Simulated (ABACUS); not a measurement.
# Hf: equation of state with PBE

Hf:

```xyz
1
Lattice="-1.8050 1.8050 1.8050 1.8050 -1.8050 1.8050 1.8050 1.8050 -1.8050" Properties=species:S:1:pos:R:3 pbc="T T T"
Hf    0.0000    0.0000    0.0000
```

This isn't the form of Hf at room conditions, which is hcp.

- Program: ABACUS 3.10.1
- Task: equation of state
- Functional: PBE
- Potentials or basis: PseudoDojo NC SR 0.4.1 PBE standard
- Cutoff: 789 eV
- Density cutoff: 3157 eV
- Basis: plane waves
- k mesh: 10 × 10 × 10
- Occupations: fermi-dirac, width 0.05 eV
- Spin: no spin polarisation

```json
{
 "Equilibrium volume": "22.35 Å³/atom",
 "Bulk modulus": "104 GPa",
 "Pressure derivative of the bulk modulus": "3.6"
}
```

Energy against volume, from the lowest point:
```
volume (Å³/atom)  energy (meV/atom)
          22.112               0.03
          22.582               0.00
          23.052               6.07
          23.523              17.69
          23.993              34.33
          24.464              55.53
          24.934              80.88
```

All runs of the series together: 21 s on 4 threads of Intel(R) Xeon(R) Platinum 8488C (Sapphire Rapids) (shared host).

Spin-orbit coupling is left out, which matters for the levels of Hf.
